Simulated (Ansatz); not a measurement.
# Si: band gap under strain

Aim: follow the gap of Si in the lonsdaleite structure through these states: no strain; +2.5 % biaxial strain in x and y, free along z; -2.0 % biaxial strain in x and y, free along z. The table at the end shows which levels were run.

The runs shown are made with Ansatz 0.2.0. PAW datasets, plane waves. No spin polarisation and no zero-point or thermal motion.

## 1. The cell

The unstrained cell was relaxed with r2SCAN; in each strained cell the atoms were relaxed again with r2SCAN. Names of k-points are those of the unstrained zone, where strain can split equivalent points. First state: no strain.

The symmetry is P6_3/mmc (No. 194, hexagonal); a = 3.832 Å, c = 6.341 Å in the conventional setting, 20.16 Å³ an atom. Near Si stand 4 Si at 2.35–2.37 Å.

The structure in full:

Space group P6_3/mmc (No. 194). a = 3.832 Å, b = 3.832 Å, c = 6.341 Å, α = 90.00°, β = 90.00°, γ = 120.00°
```json
{"atom": "Si", "site": "4f", "symmetry": "3m.", "x": "0.3333", "y": "0.6667", "z": "0.5631"}
```

## 2. No strain: PBE

input.yaml

```yaml
crystal:
  lattice:
    - [3.8321295636, 0.0, 0.0]
    - [-1.9160647818, 3.3187215526, 0.0]
    - [0.0, 0.0, 6.3412168395]
  atoms:
    - { symbol: Si, position: [0.3333333333, 0.6666666667, 0.0005609406] }
    - { symbol: Si, position: [0.6666666667, 0.3333333333, 0.5005609406] }
    - { symbol: Si, position: [0.3333333333, 0.6666666667, 0.3744390594] }
    - { symbol: Si, position: [0.6666666667, 0.3333333333, 0.8744390594] }
kpoints:
  mp_grid: { grid: [12, 12, 4] }
  band_path:
    path:
      - [0.0, 0.0, 0.0]
      - [0.5, 0.0, 0.0]
      - [0.3333333333, 0.3333333333, 0.0]
      - [0.0, 0.0, 0.5]
      - [0.5, 0.0, 0.5]
      - [0.3333333333, 0.3333333333, 0.5]
    npoints: 1
hamiltonian:
  xc: pbe
scf:
  occupations: { method: fermi_dirac, width: 0.02 }
  n_extra_bands: 5
output:
  forces: true
  stress: true
  eigenvalues: true
```

The log of the run:

```text
Warning: RAYON_NUM_THREADS=2 ignored (pool sized by the plan → 2); use --threads N
scf.n_extra_bands = 5 over 8 filled bands (N_el = 16.0): the run solves 13 bands
Engine: ansatz 0.2.0, aarch64-unknown-linux-gnu
Pseudopotentials: kind: paw
Pseudopotential: Si, paw, valence charge 4, recommended cutoff 420 eV (normal), Si.paw.azcp
Functional definition: PBE
  parameter kappa = 0.804
  parameter beta = 0.06672455060314922
  exchange = pbe_x(kappa = kappa, mu = beta*pi^2/3)
  correlation = pbe_c(beta = beta)
Crystal: 4 atoms, lattice volume = 80.646 Å³
Basis set: ecut = 420 eV, 1581 PW (Γ), exchange–correlation on 54×54×90 points (8 copies of the dense FFT grid, shifted against one another)
Bands: 13, of which v1, the nominal top of the filled ones, is band 8 counted from 1 (7 counted from 0)
Symmetry: 24 space group operations
Space group: P63/mmc (ITA 194), of the structure as read, at distance tolerance 4.3e-5 Å
k-points: 57 of 576
Non-local potential: Si, projectors of the file, l = 0: 2, l = 1: 2, l = 2: 2
PAW form: soft (Blöchl's): semilocal exchange-correlation on the pseudo side does not see the compensation charge
PAW one-centre angular grid: Si, 110 points (default); XC on 64 Gauss nodes
Initial density: superposition of atomic densities (neutral atoms: chi_scale 0, normalization atom), corrected by the library's trained network
Initial wavefunctions: pseudopotential atomic-orbital guess
Functional: x = pbe(κ = 0.804, μ = 0.2195149727645171), c = pbe(β = 0.06672455060314922)
SCF iter   1: F=—  HF=-2543.191900 eV  |F-HF|=—  |Δ(HF+E_count)|=         —  Δρ=1.15e-3  dr2=9.52e-4  ethr=1.77e-3  ⟨swp⟩=6.8  Hψ=5401  notcnv=0
preconditioner: auto → none  [insulator: Δε(μ)=0.426 eV  Ē_g=8.228 eV  σ=0.020 eV  W_gap=1.00  n_scr=10 (ndim 8)  ℏωp=16.5 eV  f_vac=0.000  D(μ)=0.00/eV (n_scr^D=0)  ε∞_Penn≈5.0]
SCF iter   2: F=—  HF=-2543.192764 eV  |F-HF|=—  |Δ(HF+E_count)|=   8.65e-4  Δρ=4.87e-4  dr2=1.23e-4  ethr=5.95e-6  ⟨swp⟩=2.1  Hψ=1806  notcnv=0  defer=21
SCF iter   3: F=—  HF=-2543.193003 eV  |F-HF|=—  |Δ(HF+E_count)|=   2.38e-4  Δρ=1.14e-4  dr2=6.29e-6  ethr=7.70e-7  ⟨swp⟩=2.0  Hψ=1157  notcnv=0  defer=21
SCF iter   4: F=—  HF=-2543.193022 eV  |F-HF|=—  |Δ(HF+E_count)|=   1.92e-5  Δρ=8.05e-6  dr2=7.25e-8  ethr=3.93e-8  ⟨swp⟩=2.0  Hψ=1130  notcnv=0  defer=21
iter 5 did not close the SCF: its close was put off for the readings that it lacked (scf_convergence_deferred on its scf_iter line)
SCF iter   5: F=-2543.193022 eV  HF=-2543.193022 eV  |F-HF|=1.02e-8  |Δ(HF+E_count)|=   1.11e-7  Δρ=2.44e-6  dr2=4.81e-9  ethr=4.53e-10  ⟨swp⟩=2.1  Hψ=1139  notcnv=0  defer=21
SCF iter   6: F=-2543.193022 eV  HF=-2543.193022 eV  |F-HF|=6.82e-11  |Δ(HF+E_count)|=   1.21e-8  Δρ=1.90e-7  dr2=2.26e-11  ethr=3.01e-11  ⟨swp⟩=5.1  Hψ=3346  notcnv=0
SCF 1 converged in 6 iterations: F = -2543.193022 eV  dr2 = 2.26e-11
NSCF: frozen V_eff on 6 k-points
SCF converged after 6 iterations
Free energy (F): -2543.193022 eV
Harris-Foulkes:  -2543.193022 eV  (|F-HF|=6.82e-11)
Internal energy: -2543.193022 eV  (E = F + TS)
E sigma→0 (E₀):  -2543.193022 eV
Entropy (-TS):   -0.000000 eV (-0.000 meV/atom)
Fermi energy:    6.618690 eV
--- Per-component energies (eV) ---
  E_band       = 17.793648
  E_kinetic    = 161.226251
  E_local      = -111.573257  (includes V_loc(G=0)·N_el)
  E_nonlocal   = 103.807718
  E_hartree    = 30.560976
  E_xc         = -220.654453
  E_vxc        = -186.852087  (∫ρ·V_xc dr)
  E_paw        = -2051.168707  (= ΣΔE_a)
  E_vpaw       = -9.936938  (= ΣTr[D̂ρ^β])
  E_aug_tail   = 0.000025  (compensation charges beyond the density's cutoff)
  E_ewald      = -455.391575
  E_smearing   = -0.000000  (= −TS)
  E_closure    = 0.000000  (closes the sum)
  Σ components = -2543.193022   (vs F -2543.193022, Δ=0.00e0)
--- Forces (eV/Å), atoms counted from 1 ---
  atom   1  Si    -0.00000000     0.00000000    -0.00261381
  atom   2  Si    -0.00000000    -0.00000000    -0.00261381
  atom   3  Si    -0.00000000     0.00000000     0.00261381
  atom   4  Si     0.00000000    -0.00000000     0.00261381
  max |Σ_I F_I| component: 2.31e-17 eV/Å
--- Stress (GPa, compression-positive) ---
        1.319734       0.000000       0.000000
       -0.000000       1.319734       0.000000
        0.000000       0.000000       1.137541
  P = ⅓ Tr σ = 1.2590 GPa (12.590 kbar)
--- Band table (eV; the first three rows and the last of 57) ---
  k-point 0: bands = ["-5.7720", "-3.4997", "-0.7971", "4.9003", "4.9003", "6.0535", "6.4105", "6.4105", "7.4470", "8.4170", "8.4170", "8.7280", "9.9001"]
  k-point 1: bands = ["-5.5714", "-4.1143", "0.1952", "4.4632", "5.0551", "5.0551", "6.0731", "6.0731", "7.6488", "8.7286", "8.7286", "8.9515", "10.1569"]
  k-point 2: bands = ["-4.9869", "-4.9869", "2.1740", "2.1740", "5.4894", "5.4894", "5.4894", "5.4894", "8.2204", "8.2204", "9.3917", "9.3917", "9.3917"]
  k-point 56: bands = ["-2.3361", "-2.3361", "-0.9999", "-0.9999", "1.9427", "1.9427", "4.4146", "4.4146", "7.9644", "7.9644", "10.0156", "10.0156", "12.4338"]
```

Run time: 2.5 s. Hardware: 2 threads of an Arm CPU, shared host; peak memory 0.34 GiB.

PBE gives an indirect gap of 0.43 eV, from Γ to M; the least direct gap is 1.04 eV.

Levels at the named points, in eV from the top of band v (v: the last filled band by count, c: the next):

```csv
point,v−1,v,c,c+1
Γ,0.00,0.00,1.04,2.01
M,-2.98,-1.44,0.43,2.34
K,-3.57,-3.33,0.84,5.35
A,-0.92,-0.92,1.81,1.81
L,-2.41,-2.41,0.92,0.92
H,-2.00,-2.00,1.55,1.55
```

## 3. No strain: r2SCAN

Changes to input.yaml since step 2:

```diff
@@ -22,5 +22,5 @@
 hamiltonian:
-  xc: pbe
+  xc: r2scan
 scf:
-  occupations: { method: fermi_dirac, width: 0.02 }
+  occupations: { method: fixed }
   n_extra_bands: 5
```

The log of the run, cut to the lines that bear on the results:

```text
Warning: RAYON_NUM_THREADS=2 ignored (pool sized by the plan → 2); use --threads N
scf.n_extra_bands = 5 over 8 filled bands (N_el = 16.0): the run solves 13 bands
[...]
[... 1 set-up line as earlier in the session ...]
Pseudopotential: Si, paw, valence charge 4, recommended cutoff 500 eV (meta_gga), Si.paw.azcp
Functional definition: r2SCAN
[...]
Crystal: 4 atoms, lattice volume = 80.646 Å³
Basis set: ecut = 500 eV, 2033 PW (Γ), exchange–correlation on 120×120×192 points (64 copies of the dense FFT grid, shifted against one another)
Bands: 13, of which v1, the nominal top of the filled ones, is band 8 counted from 1 (7 counted from 0)
[... 2 set-up lines as earlier in the session ...]
k-points: 57 of 576
[...]
SCF iter   1: F=—  HF=-2556.184544 eV  |F-HF|=—  |Δ(HF+E_count)|=         —  Δρ=3.55e-3  dr2=7.81e-3  dr2_τ=2.44e-2  ethr=1.77e-3  ⟨swp⟩=4.5  Hψ=4214  notcnv=0  defer=148
[...]
SCF iter   6: F=-2556.215806 eV  HF=-2556.215806 eV  |F-HF|=9.99e-10  |Δ(HF+E_count)|=   9.37e-8  Δρ=1.54e-6  dr2=1.06e-9  dr2_τ=1.67e-11  ethr=2.29e-10  ⟨swp⟩=7.8  Hψ=5151  notcnv=0
[...]
NSCF: frozen V_eff on 6 k-points
SCF converged after 6 iterations
Free energy (F): -2556.215806 eV
[...]
E sigma→0 (E₀):  -2556.215806 eV
Fermi energy:    6.350854 eV
[...]
--- Forces (eV/Å), atoms counted from 1 ---
  atom   1  Si     0.00000000     0.00000000     0.00012336
  atom   2  Si     0.00000000    -0.00000000     0.00012336
  atom   3  Si     0.00000000     0.00000000    -0.00012336
  atom   4  Si     0.00000000    -0.00000000    -0.00012336
[...]
--- Stress (GPa, compression-positive) ---
        0.006335       0.000000       0.000000
       -0.000000       0.006335       0.000000
        0.000000       0.000000      -0.002480
  P = ⅓ Tr σ = 0.0034 GPa (0.034 kbar)
--- Band table (eV; the first three rows and the last of 57) ---
  k-point 0: bands = ["-6.4193", "-4.0280", "-1.1771", "4.7454", "4.7454", "5.9738", "6.3509", "6.3509", "7.7132", "8.5096", "8.5096", "8.8858", "10.4237"]
[...]
```

Run time: 5.7 s. Hardware: 2 threads of an Arm CPU, shared host; peak memory 0.54 GiB.

Gap with r2SCAN: 0.61 eV, valence top at Γ, conduction bottom at M. Least direct gap: 1.36 eV.

Stress along x, y, z: 0.01, 0.01, 0.00 GPa (compression positive).

## 4. No strain: HSE06

Changes to input.yaml since step 3:

```diff
@@ -11,3 +11,3 @@
 kpoints:
-  mp_grid: { grid: [12, 12, 4] }
+  mp_grid: { grid: [6, 6, 4] }
   band_path:
@@ -22,3 +22,3 @@
 hamiltonian:
-  xc: r2scan
+  xc: hse06
 scf:
```

The log of the run, cut to the lines that bear on the results:

```text
Warning: output.stress: scf.convergence.dr2_threshold = 1e-7 eV (the SCF's general default) is looser than the 4e-10 eV advised for a printed stress (1e-10 eV for each atom of the cell: 4). What an SCF threshold leaves in a stress goes as its square root, and in the free energy as the [...]
Warning: output.stress: scf.exx.energy_threshold = 1e-6 eV is looser than the 4e-8 eV advised for a stress under a hybrid functional (1e-8 eV for each atom of the cell: 4). Every SCF of the exchange loop can meet its threshold on dr2 while the loop round them stops early: no threshold on [...]
Warning: RAYON_NUM_THREADS=2 ignored (pool sized by the plan → 2); use --threads N
scf.n_extra_bands = 5 over 8 filled bands (N_el = 16.0): the run solves 13 bands
[...]
[... 2 set-up lines as earlier in the session ...]
Functional definition: HSE06
[...]
davidson cushion auto → on  (no smearing: the cushion is to keep the highest requested band from converging to the state above it; pin scf.eigensolver.cushion to override)
Crystal: 4 atoms, lattice volume = 80.646 Å³
[...]
NSCF: frozen V_eff on 6 k-points
hybrid SCF converged: 2 outer / 9 inner (+3 warm-up), last move |dexx| = 1.13e-7 eV, tail = 6.67e-9 eV
Stability not checked: this state was not tested for a lower state beside it, because the functional holds exact exchange (a hybrid, or Hartree-Fock), whose exchange loop this test does not read (fock_operator; see scf.lower_state_search)
Free energy (F): -2545.104508 eV
Frozen-core exchange: fock
[...]
E sigma→0 (E₀):  -2545.104508 eV
Fermi energy:    6.102569 eV
[...]
--- Forces (eV/Å), atoms counted from 1 ---
  atom   1  Si     0.00000000     0.00000000    -0.01861155
  atom   2  Si     0.00000000    -0.00000000    -0.01861155
  atom   3  Si     0.00000000     0.00000000     0.01861155
  atom   4  Si    -0.00000000    -0.00000000     0.01861155
[...]
--- Stress (GPa, compression-positive) ---
       -0.076549       0.000000       0.000000
       -0.000000      -0.076549       0.000000
        0.000000       0.000000      -0.462961
  P = ⅓ Tr σ = -0.2054 GPa (-2.054 kbar)
--- Band table (eV; the first three rows and the last of 21) ---
  k-point 0: bands = ["-7.4297", "-4.9017", "-1.8760", "4.4419", "4.4419", "5.7254", "6.1026", "6.1026", "7.7984", "8.8119", "8.8119", "9.1687", "10.5477"]
[...]
```

Wall time 65 s (2 threads of an Arm CPU, shared host); peak memory 1.2 GiB.

Gap with HSE06: 0.97 eV, valence top at Γ, conduction bottom at M. Least direct gap: 1.70 eV.

## 5. +2.5 % biaxial strain in x and y, free along z: PBE

It is hexagonal, P6_3/mmc (No. 194); a = 3.928 Å, c = 6.298 Å in the conventional setting, 21.04 Å³ an atom. Near Si stand 4 Si at 2.38–2.40 Å. The free direction took -0.68 %.

input.yaml

```yaml
crystal:
  lattice:
    - [3.9279328026, 0.0, 0.0]
    - [-1.9639664013, 3.4016895914, 0.0]
    - [0.0, 0.0, 6.2979579799]
  atoms:
    - { symbol: Si, position: [0.3333333333, 0.6666666667, -0.0013027245] }
    - { symbol: Si, position: [0.6666666667, 0.3333333333, 0.4986972755] }
    - { symbol: Si, position: [0.3333333333, 0.6666666667, 0.3763027245] }
    - { symbol: Si, position: [0.6666666667, 0.3333333333, 0.8763027245] }
kpoints:
  mp_grid: { grid: [12, 12, 4] }
  band_path:
    path:
      - [0.0, 0.0, 0.0]
      - [0.5, 0.0, 0.0]
      - [0.3333333333, 0.3333333333, 0.0]
      - [0.0, 0.0, 0.5]
      - [0.5, 0.0, 0.5]
      - [0.3333333333, 0.3333333333, 0.5]
    npoints: 1
hamiltonian:
  xc: pbe
scf:
  occupations: { method: fermi_dirac, width: 0.02 }
  n_extra_bands: 5
output:
  forces: true
  stress: true
  eigenvalues: true
```

The log of the run, cut to the lines that bear on the results:

```text
Warning: RAYON_NUM_THREADS=2 ignored (pool sized by the plan → 2); use --threads N
scf.n_extra_bands = 5 over 8 filled bands (N_el = 16.0): the run solves 13 bands
[...]
[... 3 set-up lines as earlier in the session ...]
[...]
Crystal: 4 atoms, lattice volume = 84.151 Å³
Basis set: ecut = 420 eV, 1689 PW (Γ), exchange–correlation on 54×54×90 points (8 copies of the dense FFT grid, shifted against one another)
Bands: 13, of which v1, the nominal top of the filled ones, is band 8 counted from 1 (7 counted from 0)
[... 1 set-up line as earlier in the session ...]
Space group: P63/mmc (ITA 194), of the structure as read, at distance tolerance 4.4e-5 Å
k-points: 57 of 576
[...]
SCF iter   1: F=—  HF=-2543.153296 eV  |F-HF|=—  |Δ(HF+E_count)|=         —  Δρ=1.16e-3  dr2=1.03e-3  ethr=1.77e-3  ⟨swp⟩=6.8  Hψ=5428  notcnv=0
[...]
SCF iter   6: F=-2543.154040 eV  HF=-2543.154040 eV  |F-HF|=1.26e-10  |Δ(HF+E_count)|=   9.44e-9  Δρ=2.51e-7  dr2=4.33e-11  ethr=1.71e-11  ⟨swp⟩=4.5  Hψ=3134  notcnv=0
[...]
NSCF: frozen V_eff on 6 k-points
SCF converged after 6 iterations
Free energy (F): -2543.154040 eV
[...]
E sigma→0 (E₀):  -2543.154040 eV
Entropy (-TS):   -0.000000 eV (-0.000 meV/atom)
Fermi energy:    6.103649 eV
[...]
--- Forces (eV/Å), atoms counted from 1 ---
  atom   1  Si    -0.00000000    -0.00000000    -0.02364541
  atom   2  Si     0.00000000     0.00000000    -0.02364541
  atom   3  Si     0.00000000    -0.00000000     0.02364541
  atom   4  Si    -0.00000000     0.00000000     0.02364541
[...]
--- Stress (GPa, compression-positive) ---
       -3.968568       0.000000       0.000000
        0.000000      -3.968568       0.000000
        0.000000       0.000000       0.961806
  P = ⅓ Tr σ = -2.3251 GPa (-23.251 kbar)
--- Band table (eV; the first three rows and the last of 57) ---
  k-point 0: bands = ["-5.9237", "-3.5867", "-0.9972", "4.3312", "4.3312", "5.7758", "5.9058", "5.9058", "6.5125", "7.8412", "7.8412", "8.6708", "8.8563"]
[...]
```

Wall time 2.5 s (2 threads of an Arm CPU, shared host); peak memory 0.34 GiB.

The PBE gap is 0.40 eV and indirect (Γ to M), with 0.61 eV as the least direct one.

Levels at the named points, in eV from the top of band v (v: the last filled band by count, c: the next):

```csv
point,v−1,v,c,c+1
Γ,0.00,0.00,0.61,1.94
M,-2.76,-1.33,0.40,2.34
K,-3.37,-3.02,1.11,5.28
A,-0.97,-0.97,1.46,1.46
L,-2.18,-2.18,0.99,0.99
H,-1.73,-1.73,1.75,1.75
```

## 6. +2.5 % biaxial strain in x and y, free along z: r2SCAN

Changes to input.yaml since step 5:

```diff
@@ -22,5 +22,5 @@
 hamiltonian:
-  xc: pbe
+  xc: r2scan
 scf:
-  occupations: { method: fermi_dirac, width: 0.02 }
+  occupations: { method: fixed }
   n_extra_bands: 5
```

The log of the run, cut to the lines that bear on the results:

```text
Warning: RAYON_NUM_THREADS=2 ignored (pool sized by the plan → 2); use --threads N
scf.n_extra_bands = 5 over 8 filled bands (N_el = 16.0): the run solves 13 bands
[...]
[... 3 set-up lines as earlier in the session ...]
[...]
Crystal: 4 atoms, lattice volume = 84.151 Å³
Basis set: ecut = 500 eV, 2141 PW (Γ), exchange–correlation on 120×120×192 points (64 copies of the dense FFT grid, shifted against one another)
Bands: 13, of which v1, the nominal top of the filled ones, is band 8 counted from 1 (7 counted from 0)
[... 2 set-up lines as earlier in the session ...]
k-points: 57 of 576
[...]
SCF iter   1: F=—  HF=-2556.117559 eV  |F-HF|=—  |Δ(HF+E_count)|=         —  Δρ=3.46e-3  dr2=8.63e-3  dr2_τ=2.09e-2  ethr=1.77e-3  ⟨swp⟩=4.6  Hψ=4234  notcnv=0  defer=156
[...]
SCF iter   6: F=-2556.143838 eV  HF=-2556.143838 eV  |F-HF|=9.14e-10  |Δ(HF+E_count)|=   5.19e-8  Δρ=1.39e-6  dr2=9.03e-10  dr2_τ=1.83e-11  ethr=1.06e-10  ⟨swp⟩=7.5  Hψ=4978  notcnv=0
[...]
NSCF: frozen V_eff on 6 k-points
SCF converged after 6 iterations
Free energy (F): -2556.143838 eV
[...]
E sigma→0 (E₀):  -2556.143838 eV
Fermi energy:    5.838758 eV
[...]
--- Forces (eV/Å), atoms counted from 1 ---
  atom   1  Si    -0.00000000    -0.00000000    -0.00057602
  atom   2  Si     0.00000000     0.00000000    -0.00057602
  atom   3  Si    -0.00000000    -0.00000000     0.00057602
  atom   4  Si     0.00000000     0.00000000     0.00057602
[...]
--- Stress (GPa, compression-positive) ---
       -5.494190       0.000000       0.000000
        0.000000      -5.494190       0.000000
        0.000000       0.000000      -0.040389
  P = ⅓ Tr σ = -3.6763 GPa (-36.763 kbar)
--- Band table (eV; the first three rows and the last of 57) ---
  k-point 0: bands = ["-6.5633", "-4.1014", "-1.3722", "4.1655", "4.1655", "5.7015", "5.8388", "5.8388", "6.7419", "7.9252", "7.9252", "8.8626", "9.3106"]
[...]
```

Run time: 5.8 s. Hardware: 2 threads of an Arm CPU, shared host; peak memory 0.54 GiB.

r2SCAN gives an indirect gap of 0.58 eV, from Γ to M; the least direct gap is 0.90 eV.

Stress along x, y, z: -5.49, -5.49, -0.04 GPa (compression positive).

## 7. +2.5 % biaxial strain in x and y, free along z: HSE06

Changes to input.yaml since step 6:

```diff
@@ -11,3 +11,3 @@
 kpoints:
-  mp_grid: { grid: [12, 12, 4] }
+  mp_grid: { grid: [6, 6, 4] }
   band_path:
@@ -22,3 +22,3 @@
 hamiltonian:
-  xc: r2scan
+  xc: hse06
 scf:
```

The log of the run, cut to the lines that bear on the results:

```text
Warning: output.stress: scf.convergence.dr2_threshold = 1e-7 eV (the SCF's general default) is looser than the 4e-10 eV advised for a printed stress (1e-10 eV for each atom of the cell: 4). What an SCF threshold leaves in a stress goes as its square root, and in the free energy as the [...]
Warning: output.stress: scf.exx.energy_threshold = 1e-6 eV is looser than the 4e-8 eV advised for a stress under a hybrid functional (1e-8 eV for each atom of the cell: 4). Every SCF of the exchange loop can meet its threshold on dr2 while the loop round them stops early: no threshold on [...]
Warning: RAYON_NUM_THREADS=2 ignored (pool sized by the plan → 2); use --threads N
scf.n_extra_bands = 5 over 8 filled bands (N_el = 16.0): the run solves 13 bands
[...]
[... 3 set-up lines as earlier in the session ...]
[...]
davidson cushion auto → on  (no smearing: the cushion is to keep the highest requested band from converging to the state above it; pin scf.eigensolver.cushion to override)
Crystal: 4 atoms, lattice volume = 84.151 Å³
[...]
hybrid outer 2: dexx = +1.314e-7 eV, tail = 6.97e-9 eV, Δε = 5.22e-4 eV (about 2.37e-5 eV left of the loop's levels), ΔF = 4.05e-5 eV/Å (tail 1.96e-4)
NSCF: frozen V_eff on 6 k-points
hybrid SCF converged: 2 outer / 9 inner (+3 warm-up), last move |dexx| = 1.31e-7 eV, tail = 6.97e-9 eV
Stability not checked: this state was not tested for a lower state beside it, because the functional holds exact exchange (a hybrid, or Hartree-Fock), whose exchange loop this test does not read (fock_operator; see scf.lower_state_search)
Free energy (F): -2545.032662 eV
Frozen-core exchange: fock
[...]
E sigma→0 (E₀):  -2545.032662 eV
Fermi energy:    5.597631 eV
[...]
--- Forces (eV/Å), atoms counted from 1 ---
  atom   1  Si    -0.00000000    -0.00000000    -0.02236472
  atom   2  Si    -0.00000000     0.00000000    -0.02236472
  atom   3  Si    -0.00000000    -0.00000000     0.02236472
  atom   4  Si    -0.00000000     0.00000000     0.02236472
[...]
--- Stress (GPa, compression-positive) ---
       -5.613676       0.000000       0.000000
        0.000000      -5.613676       0.000000
        0.000000       0.000000      -0.543733
  P = ⅓ Tr σ = -3.9237 GPa (-39.237 kbar)
--- Band table (eV; the first three rows and the last of 21) ---
  k-point 0: bands = ["-7.5570", "-4.9564", "-2.0609", "3.8677", "3.8677", "5.4545", "5.5976", "5.5976", "6.8225", "8.2255", "8.2255", "9.1590", "9.4305"]
[...]
```

Run time: 59 s. Hardware: 2 threads of an Arm CPU, shared host; peak memory 1.2 GiB.

HSE06 gives an indirect gap of 0.94 eV, from Γ to M; the least direct gap is 1.22 eV.

(Part 1 of 2 ends here.)
